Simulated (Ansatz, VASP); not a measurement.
# TePb in VASP and in Ansatz

INCAR

```
PREC = Accurate
ENCUT = 520
EDIFF = 1E-6
ISMEAR = -1
SIGMA = 0.05
LREAL = F
LASPH = T
NELM = 100
ALGO = Normal
ISIF = 2
LWAVE = F
LCHARG = F
GGA = PS
IVDW = 12
NBANDS = 17
```

The input KPOINTS:

```
regular mesh
0
Gamma
  7 7 7
```

POSCAR

```
TePb
1.0
    0.0000000000      3.2523979746      3.2523979746
    3.2523979746      0.0000000000      3.2523979746
    3.2523979746      3.2523979746      0.0000000000
Pb Te
1 1
Direct
    0.0000000000      0.0000000000      0.0000000000
    0.5000000000      0.5000000000      0.5000000000
```

File input.yaml:

```yaml
crystal:
  lattice:
    - [0.0, 3.2523979746, 3.2523979746]
    - [3.2523979746, 0.0, 3.2523979746]
    - [3.2523979746, 3.2523979746, 0.0]
  atoms:
    - { symbol: Pb, position: [0.0, 0.0, 0.0] }
    - { symbol: Te, position: [0.5, 0.5, 0.5] }
hamiltonian:
  xc: pbesol
  pseudopotentials: { kind: paw }
  dispersion: d3bj
kpoints:
  mp_grid: { grid: [7, 7, 7] }
scf:
  occupations: { method: fermi_dirac, width: 0.05 }
output:
  forces: true
  stress: true
  eigenvalues: true
```

Alike in both runs: task single point; functional PBEsol; dispersion D3(BJ); k mesh 7 × 7 × 7; occupations fermi-dirac, width 0.05 eV; no spin polarisation.

|  | VASP | Ansatz |
| --- | --- | --- |
| version | VASP 6.6.1 | Ansatz 0.2.0 |
| potentials or method | VASP PAW PBE potentials, release 64 (Pb_d, Te) | Ansatz PAW |
| plane-wave cutoff (eV) | 520 | 420 |
| valence electrons in the cell | 20 | 30 |

Ansatz gave:

- gap on the k mesh at the Fermi level (eV): 0.98
- least direct gap on the mesh (eV): 0.98
- pressure (GPa): -3.1
- dispersion energy (meV/atom): -395.8

Task: Estimate VASP's values.

Result: gap on the k mesh at the Fermi level (eV): 0.98; least direct gap on the mesh (eV): 0.98; pressure (GPa): -3.1; dispersion energy (meV/atom): -395.7.

The two sets of potentials don't hold the same shells in valence.

Caveats: the PAW data sets were made with another functional, which shifts forces and pressure a little (VASP); the PAW data sets come from PBE, with cores solved anew for the run's functional, which leaves a small shift of forces and pressure (Ansatz). Spin-orbit coupling is left out, which matters for the levels of Pb, Te.
